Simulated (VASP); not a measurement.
Here is a VASP 6.6.1 calculation.

Contents of INCAR:

```
PREC = Accurate
ENCUT = 600
EDIFF = 1E-7
ISMEAR = -1
SIGMA = 0.05
LREAL = False
LASPH = True
NELM = 100
ALGO = Fast
ISIF = 3
LWAVE = False
LCHARG = False
GGA = MK
LUSE_VDW = True
AGGAC = 0.0
PARAM1 = 0.1234
PARAM2 = 0.711357
ZAB_VDW = -1.8867
IBRION = 2
NSW = 40
EDIFFG = -0.01
```

Contents of KPOINTS:

```
regular mesh
0
Gamma
  12 12 12
```

The input POSCAR:

```
BN
1.0
    1.2511217832      0.7223354983      3.3729344033
   -1.2511217832      0.7223354983      3.3729344033
    0.0000000000     -1.4446709966      3.3729344033
N B
1 1
Direct
    0.6672382000      0.6672382000      0.6672382000
    0.0003288000      0.0003288000      0.0003288000
```

Potentials or basis: VASP PAW PBE potentials, release 64 (N, B).

Run with:

```console
$ cat potpaw_PBE.64/N/POTCAR potpaw_PBE.64/B/POTCAR > POTCAR
$ mpirun -np 1 vasp_std > vasp.out
```

(1) Estimate the space group after relaxing (to 0.05 Å).

(2) Predict the relaxed volume.

(3) Estimate the relaxed cell.

(4) Estimate the band gap on the k mesh.

Results:

(1) R3m (No. 160).

(2) 8.78 Å³/atom.

(3) a = 3.529 Å, b = 3.529 Å, c = 3.529 Å, α = 41.65°, β = 41.65°, γ = 41.65°.

(4) 4.10 eV, indirect (least direct gap 4.69 eV).

Caveat: the PAW data sets were made with another functional, which shifts forces and pressure a little.
